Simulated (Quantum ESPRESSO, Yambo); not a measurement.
# MgO (Fm-3m): G0W0 on several meshes in Yambo, part 2 of 2

Wanted: mesh dependence and cost of G0W0 for MgO (Fm-3m).

Quantum ESPRESSO 7.5 and Yambo 5.3.0; PBE and many-body steps on it, plane waves. Known limits of the many-body steps: not at the basis limit; coarse k mesh.

So far. Step 5 (Empty states on the mesh, 6×6×6 mesh, 63 bands): On this mesh the gap is 4.895 eV. Step 7 (6×6×6): Against G0W0 in Yambo (2×2×2 mesh, 63 bands, screening to 210.9 eV, Godby-Needs plasmon pole), the gap moves by +0.337 eV.

**8. Empty states on the mesh, 8×8×8 mesh, 63 bands**

This step: Quantum ESPRESSO 7.5; DFT, PBE, plane waves, norm-conserving pseudopotentials.

Input file pw.in:

```
&control
  calculation = 'nscf'
  prefix = 'x'
  outdir = 'o'
  pseudo_dir = 'pseudo'
/
&system
  ibrav = 0
  nat = 2
  ntyp = 2
  ecutwfc = 76.0
  nbnd = 63
  force_symmorphic = .true.
/
&electrons
  conv_thr = 1e-9
  electron_maxstep = 80
  diago_full_acc = .true.
  diago_thr_init = 5e-6
/
ATOMIC_SPECIES
  Mg 24.305 Mg.upf
  O 15.999 O.upf
CELL_PARAMETERS angstrom
  -0.0000000000 2.0970013927 2.0970013927
  2.0970013927 -0.0000000000 2.0970013927
  2.0970013927 2.0970013927 -0.0000000000
ATOMIC_POSITIONS crystal
  Mg 0.0000000000 0.0000000000 0.0000000000
  O 0.5000000000 0.5000000000 0.5000000000
K_POINTS automatic
  8 8 8 0 0 0
```

Run with:

```sh
> OMP_NUM_THREADS=1 mpirun -n 4 pw.x -nk 4 -in pw.in > pw.out
```

The program printed:

```text
[banner, memory and clock lines left out]
Program PWSCF v.7.5 starts

     Atomic positions and unit cell read from directory:
     o/x.save/

     Message from routine setup:
     using ibrav=0 with symmetry is DISCOURAGED, use correct ibrav instead

     G-vector sticks info

     bravais-lattice index     =            0
     lattice parameter (alat)  =       5.6042  a.u.
     unit-cell volume          =     124.4580 (a.u.)^3
     number of atoms/cell      =            2
     number of atomic types    =            2
     number of electrons       =        16.00
[...]
k = 0.0884 0.0884-0.0884 (  1405 PWs)   bands (ev):

[...]
102.6812 104.0506 104.0506 105.8403 105.8403 109.8955 116.6335

          k = 0.1768 0.1768-0.1768 (  1390 PWs)   bands (ev):

[...]
83.1214  83.1214  87.4205  87.7901  87.9212  87.9212  93.9330  94.6608
    94.6608  96.3566  99.5546  99.5546 104.2771 104.2771 105.1826 105.6649
   107.8128 107.8128 110.1063 112.9089 112.9089 113.0049 114.8623

          k = 0.2652 0.2652-0.2652 (  1410 PWs)   bands (ev):

     [... further k-points ...]

     highest occupied, lowest unoccupied level (ev):     8.2133   13.1082

     XML data file, pseudopotentials, collected wavefunctions
```

Wall time 4 s (4 MPI ranks of Arm Neoverse V1, shared host); peak memory 0.19 GiB; 16 s of CPU time.

Numbers from this step:

| Property | Result |
| --- | --- |
| gap | 4.895 eV |
| k of the valence top | 0, 0, 0 |
| k of the conduction bottom | 0, 0, 0 |
| least direct gap | 4.895 eV |
| k points computed | 29 |
| lowest point of the top converged band, above the valence top | 105.5287 eV |

On this mesh the gap is 4.895 eV.

**9. Conversion and set-up**

This step: Yambo 5.3.0; conversion and set-up on PBE, plane waves, norm-conserving pseudopotentials.

Run with:

```sh
> (cd o/x.save; p2y > p2y.log; mv SAVE ../..); yambo > setup.log
```

The program printed:

```text
 Yambo, version 5.3.0

 [02] CORE Variables Setup
 =========================

  [02.01] Unit cells
  ==================

  Cell kind             :  FCC
  Atoms in the cell     :  Mg  O
  number of Mg atoms    :  1
  number of O  atoms    :  1

  List of atomic masses
  Mass of Mg    :  24.30500
  Mass of O     :  15.99900

  List of atomic coordinates    : [cc]
  Mg1       :  0.000000  0.000000  0.000000  order 1
  O1       :  3.962758  3.962758  3.962758  order 2

  Alat factors          :  3.962758  3.962758  3.962758 [a.u.]
  Direct lattice volume :  124.4580 [a.u.]
[...]
Q [ 1]         [rlu]:  0.000000  0.000000  0.000000
 Q [ 2]         [rlu]: -0.32851E-17 -0.32851E-17  0.12500
 Q [ 3]         [rlu]: -0.65702E-17 -0.65702E-17  0.25000
[...]
Q [ 8]         [rlu]: -0.65702E-17  0.12500      0.37500
 Q [ 9]         [rlu]:  0.60166E-16  0.12500      0.50000
 Q [10]         [rlu]:  0.13140E-16  0.12500     -0.37500
     [... 17 further rows ...]
 Q [28]         [rlu]:  0.125000 -0.500000 -0.375000
 Q [29]         [rlu]:  0.250000 -0.500000 -0.250000

  [03.01] X indexes
  =================

   [03.01.01] Sigma indexes
   ========================

 [06] Game Over & Game summary
```

The job ended after 2.1 s (1 MPI rank; peak memory 0.24 GiB).

**10. 8×8×8**

This step: G0W0 on PBE, plane waves, norm-conserving pseudopotentials.

Input file gw15.in:

```
HF_and_locXC
gw0
dyson
ppa
em1d
rim_cut
RandQpts= 1000000
RandGvec= 1 RL
EXXRLvcs= 76 Ry
VXCRLvcs= 304 Ry
Chimod= "HARTREE"
% BndsRnXp
 1 | 63 |
%
NGsBlkXp= 15.5 Ry
% LongDrXp
 1 | 1 | 1 |
%
% GbndRnge
 1 | 63 |
%
DysSolver= "n"
ExtendOut
PPAPntXp= 27.21138 eV
% QPkrange
 1 | 1 | 7 | 10 |
%
```

Run with:

```sh
> OMP_NUM_THREADS=1 mpirun -n 4 yambo -F gw15.in -J gw15 -C gw15 > gw15.log
```

The program printed:

```text
 Yambo, version 5.3.0

 [02] CORE Variables Setup
 =========================

  [... cell, symmetries and grids as in the set-up ...]

  [02.05] Energies & Occupations
  ==============================

  [X] === General ===
  [X] Electronic Temperature                        :  0.000000  0.000000 [eV K]
  [X] Bosonic    Temperature                        :  0.000000  0.000000 [eV K]
  [X] Finite Temperature mode                       : no
  [X] El. density                                   :  0.86755E+24 [cm-3]
[...]
Sx RL components                                 :  1459

   QP @ state[ 1 ] K range                          :  1  1
   QP @ state[ 1 ] b range                          :   7  10
   GF energies kind                                 : Perdew, Burke & Ernzerhof(X)+Perdew, Burke & Ernzerhof(C)
   GF WF`s kind                                     : Perdew, Burke & Ernzerhof(X)+Perdew, Burke & Ernzerhof(C)
   Xs energies kind                                 : Perdew, Burke & Ernzerhof(X)+Perdew, Burke & Ernzerhof(C)
   Xs WF`s kind                                     : Perdew, Burke & Ernzerhof(X)+Perdew, Burke & Ernzerhof(C)

 [11] Game Over & Game summary
```

The job ended after 4.8 min (4 MPI ranks; peak memory 1.4 GiB).

Numbers from this step:

```yaml
g0w0_gap_on_the_points_computed: 7.118 eV
starting_gap_on_the_mesh: 4.895 eV
k_of_the_valence_top: 0, 0, 0
k_of_the_conduction_bottom: 0, 0, 0
least_direct_g0w0_gap_on_the_computed_points: 7.118 eV
```

Against G0W0 in Yambo (2×2×2 mesh, 63 bands, screening to 210.9 eV, Godby-Needs plasmon pole), the gap moves by +0.343 eV.

**11. The runs together**

Times are wall times on 4 MPI ranks of Arm Neoverse V1, shared host, good to a factor of about two.

| run | mesh | bands | screening cutoff (eV) | DFT gap (eV) | gap on the mesh (eV) | direct (eV) | time |
| --- | --- | --- | --- | --- | --- | --- | --- |
| 2×2×2 | 2×2×2 | 63 | 210.9 | 4.895 | 6.775 | 6.775 | 3.5 s |
| 6×6×6 | 6×6×6 | 63 | 210.9 | 4.895 | 7.112 | 7.112 | 74 s |
| 8×8×8 | 8×8×8 | 63 | 210.9 | 4.895 | 7.118 | 7.118 | 4.8 min |

**12. What came out**

```json
{"2×2×2": "6.775 eV", "6×6×6": "7.112 eV", "8×8×8": "7.118 eV", "known limits": "not at the basis limit; coarse k mesh"}
```

What this shows: 6×6×6: +0.337 eV against 2×2×2. 8×8×8: +0.343 eV against 2×2×2. Bands and cutoff are finite, so the gap is not at the basis limit. The miss can reach some tenths of an eV and take either sign; the mesh is an error of its own. In the G0W0 runs levels were corrected at 1 k point alone, so a gap called «on the mesh» is the least over those, and an edge elsewhere would be missed. The 2×2×2 mesh is coarse for this cell, which bears on the long-range parts of exchange and screening.

[Paths, hosts, dates, memory and timing lines, banners, echoed tables and standing remarks are left out of the program output.]

[Logs are printed without paths, hosts, clocks, repeated set-up lines and the standing remarks that a program may print on its own settings, such as how far it seeks lower states.]

[Runs of the session that timed out or met a known fault of the program may be left out.]

[Hosts, paths, dates, database ids (printed as entryN), source tags and the programs' standing remarks are cut or masked in the printed files.]
